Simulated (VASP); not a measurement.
# GaCo: formation energy of a vacancy on the Ga site, part 5 of 5

Wanted: what a vacancy on the Ga site costs in GaCo and how the lattice relaxes round it. The start is a cell from a database of measured crystal structures.

VASP 6.6.1, plane waves and PAW; the level of theory is named at each step.

Still holding for the runs below: The magnetic state follows from one typed start and may not be the lowest.

So far. Step 6 (Reference Co): The run ended after 9 ionic steps, 0.054 eV below its first step, once forces and stress met EDIFFG = -0.02. Step 6 (Reference Co): Energy at zero smearing: -34.44608 eV.

## (7) Relaxing the defect

This step: SCAN, spin-polarised from a ferromagnetic start; plane waves and PAW (Ga, Co) (VASP 6.6.1).

System of this step: Ga15Co16. The cell holds 31 atoms: 15 Ga and 16 Co. Its edges and angles: a = 8.005 Å, b = 8.005 Å, c = 8.005 Å, α = 60.0°, β = 60.0°, γ = 60.0°. It derives from GaCo. Nearest the centre at fractional (0.125, 0.125, 0.125): Co16 at 2.45 Å, Co26 at 2.45 Å, Co25 at 2.45 Å, Co23 at 2.45 Å, Co20 at 2.45 Å, Co19 at 2.45 Å, Co18 at 2.45 Å, Co17 at 2.45 Å.

The host is treated as a metal, since its gap is under 0.3 eV or closed. The run keeps 48 symmetry operations, which cuts the number of k-points but bars distortions that break them. The atoms relax at the host's fixed cell.

INCAR reads:

```
SYSTEM = Ga15Co16
PREC = Normal
ENCUT = 300
EDIFF = 1E-05
NELM = 120
ISMEAR = 1
SIGMA = 0.2
LREAL = Auto
ALGO = Normal
METAGGA = SCAN
LASPH = .TRUE.
NBANDS = 135
ISPIN = 2
MAGMOM = 0 0 0 0 0 0 0 0 0 0 0 0 0 0 0 2 2 2 2 2 2 2 2 2 2 2 2 2 2 2 2
LMAXMIX = 4
LORBIT = 11
LWAVE = .FALSE.
LCHARG = .TRUE.
KPAR = 4
IBRION = 2
NSW = 50
ISIF = 2
EDIFFG = -0.03
POTIM = 0.4
MAXMIX = 40
ISYM = 2
```

POSCAR reads:

```
Ga15Co16
1.0
    0.0000000000      5.6605887030      5.6605887030
    5.6605887030      0.0000000000      5.6605887030
    5.6605887030      5.6605887030      0.0000000000
Ga Co
15 16
Direct
    0.6250000000      0.1250000000      0.1250000000
    0.1250000000      0.6250000000      0.1250000000
    0.1250000000      0.1250000000      0.6250000000
    0.3750000000      0.3750000000      0.3750000000
    0.6250000000      0.6250000000      0.1250000000
    0.6250000000      0.1250000000      0.6250000000
    0.8750000000      0.3750000000      0.3750000000
    0.1250000000      0.6250000000      0.6250000000
    0.3750000000      0.8750000000      0.3750000000
    0.3750000000      0.3750000000      0.8750000000
    0.6250000000      0.6250000000      0.6250000000
    0.8750000000      0.8750000000      0.3750000000
    0.8750000000      0.3750000000      0.8750000000
    0.3750000000      0.8750000000      0.8750000000
    0.8750000000      0.8750000000      0.8750000000
    0.0000000000      0.0000000000      0.0000000000
    0.5000000000      0.0000000000      0.0000000000
    0.0000000000      0.5000000000      0.0000000000
    0.0000000000      0.0000000000      0.5000000000
    0.2500000000      0.2500000000      0.2500000000
    0.5000000000      0.5000000000      0.0000000000
    0.5000000000      0.0000000000      0.5000000000
    0.7500000000      0.2500000000      0.2500000000
    0.0000000000      0.5000000000      0.5000000000
    0.2500000000      0.7500000000      0.2500000000
    0.2500000000      0.2500000000      0.7500000000
    0.5000000000      0.5000000000      0.5000000000
    0.7500000000      0.7500000000      0.2500000000
    0.7500000000      0.2500000000      0.7500000000
    0.2500000000      0.7500000000      0.7500000000
    0.7500000000      0.7500000000      0.7500000000
```

KPOINTS reads:

```
Automatic mesh
0
Gamma
4 4 4
0 0 0
```

Potentials, in the order of the species: Ga and Co (PBE family, release 64).

Command:

```bash
mpirun -np 4 vasp_std
```

Output:

```text
[banner, memory and clock lines left out]
running    4 mpi-ranks, on    1 nodes
 distrk:  each k-point on    1 cores,    4 groups
 distr:  one band on    1 cores,    1 groups

 POSCAR found type information on POSCAR GaCo
 POSCAR found :  2 types and      31 ions
 [... a notice as in an earlier step ...]

 LDA part: xc-table for (None), standard interpolation
 POSCAR, INCAR and KPOINTS ok, starting setup
 FFT: planning ... GRIDC
 FFT: planning ... GRID_SOFT
 FFT: planning ... GRID
 WAVECAR not read
 entering main loop
       N       E                     dE             d eps       ncg     rms          rms(c)
DAV:   1     0.811201645865E+03    0.81120E+03   -0.54606E+04  4320   0.106E+03
DAV:   2    -0.432339004022E+03   -0.12435E+04   -0.11705E+04  4334   0.300E+02
DAV:   3    -0.552336184267E+03   -0.12000E+03   -0.10691E+03  4566   0.112E+02
DAV:   4    -0.557344512629E+03   -0.50083E+01   -0.48679E+01  5152   0.231E+01
DAV:   5    -0.557480528658E+03   -0.13602E+00   -0.13567E+00  5834   0.315E+00    0.495E+01
DAV:   6    -0.570144566444E+03   -0.12664E+02   -0.41320E+02  5273   0.142E+02    0.748E+01
DAV:   7    -0.535692143390E+03    0.34452E+02   -0.14280E+02  5291   0.112E+02    0.405E+01
DAV:   8    -0.526489028867E+03    0.92031E+01   -0.38986E+01  5884   0.679E+01    0.256E+01
DAV:   9    -0.524920564893E+03    0.15685E+01   -0.12992E+01  5652   0.337E+01    0.895E+00
DAV:  10    -0.526025013977E+03   -0.11044E+01   -0.31682E+00  4844   0.123E+01    0.587E+00
DAV:  11    -0.526379973594E+03   -0.35496E+00   -0.81995E-01  5579   0.749E+00    0.229E+00
DAV:  12    -0.526570466503E+03   -0.19049E+00   -0.22274E-01  5618   0.352E+00    0.176E+00
DAV:  13    -0.526656845472E+03   -0.86379E-01   -0.83142E-02  5849   0.176E+00    0.125E+00
DAV:  14    -0.526724046109E+03   -0.67201E-01   -0.86656E-02  5754   0.196E+00    0.752E-01
DAV:  15    -0.526751852895E+03   -0.27807E-01   -0.59959E-02  6032   0.178E+00    0.435E-01
DAV:  16    -0.526762850655E+03   -0.10998E-01   -0.26250E-02  5570   0.923E-01    0.325E-01
DAV:  17    -0.526767072767E+03   -0.42221E-02   -0.75109E-03  5441   0.562E-01    0.180E-01
DAV:  18    -0.526768298785E+03   -0.12260E-02   -0.38847E-03  5257   0.302E-01    0.908E-02
DAV:  19    -0.526768732555E+03   -0.43377E-03   -0.77239E-04  5688   0.169E-01    0.350E-02
DAV:  20    -0.526768831650E+03   -0.99096E-04   -0.28619E-04  4595   0.752E-02    0.180E-02
DAV:  21    -0.526768847224E+03   -0.15573E-04   -0.17004E-05  2918   0.206E-02    0.101E-02
DAV:  22    -0.526768849764E+03   -0.25408E-05   -0.55592E-06  2486   0.184E-02
   1 F= -.52676885E+03 E0= -.52677725E+03  d E =-.526769E+03  mag=     0.1078
 curvature:   0.00 expect dE= 0.000E+00 dE for cont linesearch  0.000E+00
 trial: gam= 0.00000 g(F)=  0.141E+00 g(S)=  0.000E+00 ort = 0.000E+00 (trialstep = 0.100E+01)
 search vector abs. value=  0.141E+00
 bond charge predicted
       N       E                     dE             d eps       ncg     rms          rms(c)
DAV:   1    -0.526883099737E+03   -0.11425E+00   -0.88966E-01  4632   0.283E+00    0.734E-01
DAV:   2    -0.526883836433E+03   -0.73670E-03   -0.83679E-02  5283   0.187E+00    0.287E-01
DAV:   3    -0.526884416679E+03   -0.58025E-03   -0.59047E-03  4865   0.578E-01    0.165E-01
DAV:   4    -0.526884615593E+03   -0.19891E-03   -0.69436E-04  4929   0.151E-01    0.909E-02
DAV:   5    -0.526884778341E+03   -0.16275E-03   -0.58188E-04  6320   0.189E-01    0.430E-02
DAV:   6    -0.526884770796E+03    0.75445E-05   -0.16874E-04  4715   0.718E-02    0.294E-02
DAV:   7    -0.526884820975E+03   -0.50178E-04   -0.11872E-04  5633   0.956E-02    0.246E-02
DAV:   8    -0.526884807283E+03    0.13692E-04   -0.31973E-05  3691   0.424E-02    0.175E-02
DAV:   9    -0.526884821019E+03   -0.13736E-04   -0.69161E-06  2487   0.213E-02    0.171E-02
DAV:  10    -0.526884826718E+03   -0.56990E-05   -0.52492E-06  2471   0.117E-02
   2 F= -.52688483E+03 E0= -.52689282E+03  d E =-.115977E+00  mag=     0.0814
[...]
3 F= -.52696462E+03 E0= -.52697227E+03  d E =-.195766E+00  mag=     0.0123
[...]
4 F= -.52696486E+03 E0= -.52697250E+03  d E =-.196015E+00  mag=     0.0109
[...]
5 F= -.52697567E+03 E0= -.52698342E+03  d E =-.108101E-01  mag=     0.0261
[...]
6 F= -.52697956E+03 E0= -.52698745E+03  d E =-.146930E-01  mag=     0.0597
[...]
7 F= -.52697961E+03 E0= -.52698749E+03  d E =-.147441E-01  mag=     0.0687
 curvature:  -1.25 expect dE=-0.140E-02 dE for cont linesearch -0.231E-06
 trial: gam= 0.11403 g(F)=  0.112E-02 g(S)=  0.000E+00 ort =-0.444E-04 (trialstep = 0.162E+01)
 search vector abs. value=  0.124E-02
 bond charge predicted
       N       E                     dE             d eps       ncg     rms          rms(c)
DAV:   1    -0.526979992318E+03   -0.37862E-03   -0.51852E-01  4320   0.171E+00    0.127E-01
DAV:   2    -0.526980161152E+03   -0.16883E-03   -0.12231E-02  6068   0.656E-01    0.235E-01
DAV:   3    -0.526980897419E+03   -0.73627E-03   -0.24168E-03  5671   0.372E-01    0.112E-01
DAV:   4    -0.526980791994E+03    0.10542E-03   -0.45975E-04  5992   0.136E-01    0.876E-02
DAV:   5    -0.526980839938E+03   -0.47944E-04   -0.13871E-04  6178   0.718E-02    0.733E-02
DAV:   6    -0.526980855869E+03   -0.15930E-04   -0.52881E-05  4349   0.466E-02    0.766E-02
DAV:   7    -0.526980836916E+03    0.18953E-04   -0.49787E-06  2384   0.303E-02    0.740E-02
DAV:   8    -0.526980826322E+03    0.10594E-04   -0.44939E-06  2371   0.116E-02    0.712E-02
DAV:   9    -0.526980820042E+03    0.62807E-05   -0.28562E-06  2349   0.200E-02
   8 F= -.52698082E+03 E0= -.52698853E+03  d E =-.121117E-02  mag=     0.0769
 trial-energy change:   -0.001211  1 .order   -0.001065   -0.001795   -0.000336
 step:   1.8382(harm=  1.9891)  dis= 0.00206  next Energy=  -526.980843 (dE=-0.123E-02)
 reached required accuracy - stopping structural energy minimisation
```

Elapsed: 14 min, on 4 MPI ranks of AMD EPYC 9R45, shared host; peak memory 1.8 GiB; 54 min of CPU time.

OUTCAR, selected parts (step 7):

```text
   k-points           NKPTS =      8   k-points in BZ     NKDIM =      8   number of bands    NBANDS=    135

   NELECT =     189.0000    total number of electrons

 E-fermi :   7.3793

 spin component 1
 k-point     1 :       0.0000    0.0000    0.0000
  band No.  band energies     occupation
    ...
     89       6.5139      1.00000
     90       6.5246      1.00000
     91       6.5248      1.00000
     92       6.5255      1.00000
     93       6.5720      1.00000
     94       7.4110      0.36790
     95       7.4112      0.36689
     96       7.4118      0.36469
     97       7.4554      0.20233
     98       7.4564      0.19922
    ...

 k-point     2 :       0.2500    0.0000    0.0000
  band No.  band energies     occupation
    ...
     91       6.4666      1.00000
     92       6.4673      1.00000
     93       6.5265      1.00000
     94       7.2616      0.91487
     95       7.2625      0.91280
     96       7.5204      0.03815
     97       7.5610     -0.01283
     98       7.5614     -0.01317
     99       7.8704     -0.00141
    100       7.8706     -0.00140
    ...

  Total       -5.8061056     -5.8061056     -5.8061056     -0.0000000     -0.0000000     -0.0000000
  in kB      -25.6437019    -25.6437019    -25.6437019     -0.0000000     -0.0000000     -0.0000000
  external PRESSURE =     -25.6437019 kB  Pullay stress =       0.0000000 kB

 POSITION                                       TOTAL-FORCE (eV/Angst)
 -----------------------------------------------------------------------------------
      1.41515      4.24544      4.24544         0.000000     -0.000000      0.000000
      4.24544      1.41515      4.24544         0.000000     -0.000000      0.000000
      4.24544      4.24544      1.41515         0.000000     -0.000000      0.000000
      4.24544      4.24544      4.24544         0.000000     -0.000000      0.000000
      4.24544      4.24544      7.07574         0.000000     -0.000000      0.000000
      4.24544      7.07574      4.24544         0.000000     -0.000000      0.000000
      4.15758      7.07574      7.07574        -0.005622     -0.000000      0.000000
      7.07574      4.24544      4.24544         0.000000     -0.000000      0.000000
      7.07574      4.15758      7.07574         0.000000     -0.005622      0.000000
      7.07574      7.07574      4.15758         0.000000     -0.000000     -0.005622
      7.07574      7.07574      7.07574         0.000000     -0.000000      0.000000
      7.07574      7.07574      9.99389         0.000000     -0.000000      0.005622
      7.07574      9.99389      7.07574         0.000000      0.005622      0.000000
      9.99389      7.07574      7.07574         0.005622     -0.000000      0.000000
      9.90603      9.90603      9.90603         0.000000     -0.000000      0.000000
     11.30973     11.30973     11.30973        -0.010636     -0.010636     -0.010636
     11.30973      8.50233      8.50233        -0.010636      0.010636      0.010636
      8.50233     11.30973      8.50233         0.010636     -0.010636      0.010636
      8.50233      8.50233     11.30973         0.010636      0.010636     -0.010636
      2.84174      2.84174      2.84174         0.010636      0.010636      0.010636
      8.48097      8.48097      5.67050        -0.004416     -0.004416      0.004416
      8.48097      5.67050      8.48097        -0.004416      0.004416     -0.004416
      2.84174      5.64914      5.64914         0.010636     -0.010636     -0.010636
      5.67050      8.48097      8.48097         0.004416     -0.004416     -0.004416
[...]
-----------------------------------------------------------------------------------
    total drift:                                0.000000      0.000000      0.000000

  FREE ENERGIE OF THE ION-ELECTRON SYSTEM (eV)
  ---------------------------------------------------
  free  energy   TOTEN  =      -526.9808200415 eV

  energy  without entropy=     -527.0039406084  energy(sigma->0) =     -526.98852690

 magnetization (x)
# of ion       s       p       d       tot
------------------------------------------
    1       -0.000  -0.001  -0.000  -0.001
    2       -0.000  -0.001  -0.000  -0.001
    3       -0.000  -0.001  -0.000  -0.001
    4       -0.000  -0.000  -0.001  -0.001
    5       -0.000  -0.001  -0.000  -0.001
    6       -0.000  -0.001  -0.000  -0.001
    7       -0.000  -0.004  -0.001  -0.004
    8       -0.000  -0.001  -0.000  -0.001
    9       -0.000  -0.004  -0.001  -0.004
   10       -0.000  -0.004  -0.001  -0.004
   11        0.000   0.007   0.004   0.012
   12       -0.000  -0.004  -0.001  -0.004
   13       -0.000  -0.004  -0.001  -0.004
   14       -0.000  -0.004  -0.001  -0.004
   15       -0.000  -0.000  -0.001  -0.001
   16        0.001   0.002   0.129   0.132
   17        0.001   0.002   0.129   0.132
   18        0.001   0.002   0.129   0.132
   19        0.001   0.002   0.129   0.132
   20        0.001   0.002   0.129   0.132
   21       -0.001  -0.003  -0.114  -0.118
   22       -0.001  -0.003  -0.114  -0.118
   23        0.001   0.002   0.129   0.132
[...]
--------------------------------------------------
tot         -0.008  -0.026   0.119   0.085

[... 6 parts as in an earlier step ...]

[... 16 further parts left out ...]
```

The steps of the relaxation:

| step | energy less that of the first step (eV) | largest force (eV/Å) |
| --- | --- | --- |
| 1 | 0.0000 | 0.7733 |
| 2 | -0.1160 | 0.4955 |
| 3 | -0.1958 | 0.1446 |
| 4 | -0.1960 | 0.1496 |
| 5 | -0.2068 | 0.0843 |
| 6 | -0.2107 | 0.0391 |
| 7 | -0.2108 | 0.0500 |
| 8 | -0.2120 | 0.0184 |

The atoms that moved most (Å):

| atom | dx | dy | dz | length |
| --- | --- | --- | --- | --- |
| Ga13 | 0.000 | 0.088 | 0.000 | 0.088 |
| Ga14 | 0.088 | 0.000 | 0.000 | 0.088 |
| Ga12 | 0.000 | 0.000 | 0.088 | 0.088 |
| Ga7 | -0.088 | 0.000 | 0.000 | 0.088 |
| Ga9 | 0.000 | -0.088 | 0.000 | 0.088 |
| Ga10 | 0.000 | 0.000 | -0.088 | 0.088 |
| Co16 | -0.011 | -0.011 | -0.011 | 0.020 |
| Co23 | 0.011 | -0.011 | -0.011 | 0.020 |

Final coordinates:

```cif
data_structure
_symmetry_space_group_name_H-M 'P 1'
_symmetry_Int_Tables_number 1
_cell_length_a 8.0053
_cell_length_b 8.0053
_cell_length_c 8.0053
_cell_angle_alpha 60.000
_cell_angle_beta 60.000
_cell_angle_gamma 60.000
_cell_volume 362.76
loop_
_atom_site_label
_atom_site_type_symbol
_atom_site_fract_x
_atom_site_fract_y
_atom_site_fract_z
_atom_site_occupancy
Ga1 Ga 0.62500 0.12500 0.12500 1
Ga2 Ga 0.12500 0.62500 0.12500 1
Ga3 Ga 0.12500 0.12500 0.62500 1
Ga4 Ga 0.37500 0.37500 0.37500 1
Ga5 Ga 0.62500 0.62500 0.12500 1
Ga6 Ga 0.62500 0.12500 0.62500 1
Ga7 Ga 0.88276 0.36724 0.36724 1
Ga8 Ga 0.12500 0.62500 0.62500 1
Ga9 Ga 0.36724 0.88276 0.36724 1
Ga10 Ga 0.36724 0.36724 0.88276 1
Ga11 Ga 0.62500 0.62500 0.62500 1
Ga12 Ga 0.88276 0.88276 0.36724 1
Ga13 Ga 0.88276 0.36724 0.88276 1
Ga14 Ga 0.36724 0.88276 0.88276 1
Ga15 Ga 0.87500 0.87500 0.87500 1
Co16 Co 0.99899 0.99899 0.99899 1
Co17 Co 0.50303 0.99899 0.99899 1
Co18 Co 0.99899 0.50303 0.99899 1
Co19 Co 0.99899 0.99899 0.50303 1
Co20 Co 0.25101 0.25101 0.25101 1
Co21 Co 0.50088 0.50088 0.99737 1
Co22 Co 0.50088 0.99737 0.50088 1
Co23 Co 0.74697 0.25101 0.25101 1
Co24 Co 0.99737 0.50088 0.50088 1
Co25 Co 0.25101 0.74697 0.25101 1
Co26 Co 0.25101 0.25101 0.74697 1
Co27 Co 0.50088 0.50088 0.50088 1
Co28 Co 0.74912 0.74912 0.25263 1
Co29 Co 0.74912 0.25263 0.74912 1
Co30 Co 0.25263 0.74912 0.74912 1
Co31 Co 0.74912 0.74912 0.74912 1
```

Numbers from this step:

```yaml
electronic_cycles: 68
electrons: 189
free_energy_toten: -526.9808 eV
energy_at_zero_smearing: -526.9885 eV
fermi_energy: 7.379 eV
moment_of_the_cell_from_the_last_line_of_the_log: 0.0769 μB
```

Spin moment in the PAW sphere by element, in μB:

```csv
element,atoms,mean,spread (r.m.s.),least,largest
Ga,15,-0.001,0.004,-0.004,0.012
Co,16,0.007,0.125,-0.118,0.132
```

The atoms nearest the centre:

```csv
atom,distance (Å),spin moment in the PAW sphere (μB)
Co25,2.47,0.132
Co23,2.47,0.132
Co26,2.47,0.132
Co17,2.47,0.132
Co20,2.47,0.132
Co18,2.47,0.132
Co19,2.47,0.132
Co16,2.47,0.132
Ga12,2.74,-0.004
Ga14,2.74,-0.004
Ga13,2.74,-0.004
Ga10,2.74,-0.004
Ga9,2.74,-0.004
Ga7,2.74,-0.004
```

Spin density in the ac plane at fractional y = 0.125, through the centre, with atoms of Ga within 0.45 Å of it.

Ten even steps from '0' (-6.91 × 1e-3 e/Å³) to '9' (6.11 × 1e-3 e/Å³), each cell a mean:
```
6444444457787544456777
7544444346789643335797
6544555444568631112477
5444577743456530000256
5444577754445542010135
5544458965445544200134
5555557986555554420134
5555555665555555443344
5555554433445555555665
5555554310244555556897
5444554310024455445688
6444455310102455444577
7544456520000356543467
5544567752111368654445
4444677975333469977434
4444467776544457877544
4444446765555555577544
4555444654455555455544
4555544444445555444444
4455544444445555444444
4445544455445555544554
4444444457655555555676
```
Columns run along a (8.0 Å), rows up along c (8.0 Å). Atoms in or near the plane, at fractional coordinates: Ga at (0.62, 0.12), Ga at (0.12, 0.62), Ga at (0.62, 0.62).

Valence density in the ac plane at fractional y = 0.125, through the centre, with atoms of Ga within 0.45 Å of it. It is the smooth field of the valence electrons, not physical close to the nuclei.

Ten even steps from '_' (-0.01 e/Å³) to '@' (0.79 e/Å³), each cell a mean:
```
++--::........::==##@@**==------------==%%@@
**==::::::::::::--++##**==--------------++%%
++==------====------==++==----======------==
--------==**##++--------------==**##++------
--------==**@@%%==--------------**@@##==----
----------==**##++--------------==****==----
--::..::----======------::..::------====----
--..____::--------------..____::------------
--::____..--------------::____..------------
----::..::------====------::..::------======
==--------------==****==--------------++****
**==------------==##@@**--------------==##@@
**==--------------++##**==--------------++##
==------==++==------======----==++==------==
::::::::==**%%++--------------==##%%++--::::
......::--++@@%%==------------==**@@##==::..
..____....--++**++--------------==****==::..
________....--====------::..::----====--::..
__________..::::--------..____::--------::..
..__________..::--------::____..--------::::
....________..::--====----::..::------====--
--....____....::==****==--------------++**++
```
Columns run along a (8.0 Å), rows up along c (8.0 Å). Atoms in or near the plane, at fractional coordinates: Ga at (0.62, 0.12), Ga at (0.12, 0.62), Ga at (0.62, 0.62).

The run ended after 8 ionic steps, 0.212 eV below its first step, once the forces on the free atoms met EDIFFG = -0.03.

The 8 first neighbours (Co) lie 2.45 Å from the site in the perfect crystal and 2.47 Å on average after the relaxation (+0.8 %).

## (8) Putting the energies together

This step: point defect, SCAN; plane waves and PAW (VASP 6.6.1).

This step runs nothing: it gathers the runs above.

Numbers from this step:

* formation energy of the neutral defect: 1.836 eV
* host formation enthalpy: -0.2538 eV/atom

Formation energy:

```csv
formation energy (eV),largest move (Å)
1.836,0.08786
```

The formation energy is the energy of the relaxed defect cell less that of the perfect cell, with each removed atom booked to its reference and each added atom taken from it.

References, in eV an atom: Ga -16.342 (crystal Cmce) and Co -17.223 (crystal P6_3/mmc). They were run at the supercell's cutoff and functional, without U, and count both elements from their own phases.

## (9) What came out

- formation energy at charge 0: 1.836 eV
- host formation enthalpy: -0.254 eV/atom

In words: A vacancy on the Ga site costs 1.84 eV, with every exchanged atom at the energy of its element. The 8 first neighbours (Co) lie 2.45 Å from the site in the perfect crystal and 2.47 Å on average after the relaxation (+0.8 %). The cell's moment changes from 6.2 to 0.1 μB, so the energy holds a change of the magnetic state beyond the defect. With metallic smearing the value can move by tenths of an eV with the k mesh. The supercell of 32 atoms is small, so interactions between images remain.

[Lines on the potential files, build, host, timing and source positions are cut from VASP's logs without a mark.]

[Logs are printed without paths, hosts, clocks, repeated set-up lines and the standing remarks that a program may print on its own settings, such as how far it seeks lower states.]

[Hosts, paths, dates, database ids (printed as entryN), source tags and the programs' standing remarks are cut or masked in the printed files.]

[In band tables of VASP the shares of atoms and orbitals are scaled to a sum of 1 inside the atoms' spheres.]

[Runs that stopped without an error message from VASP are left out.]
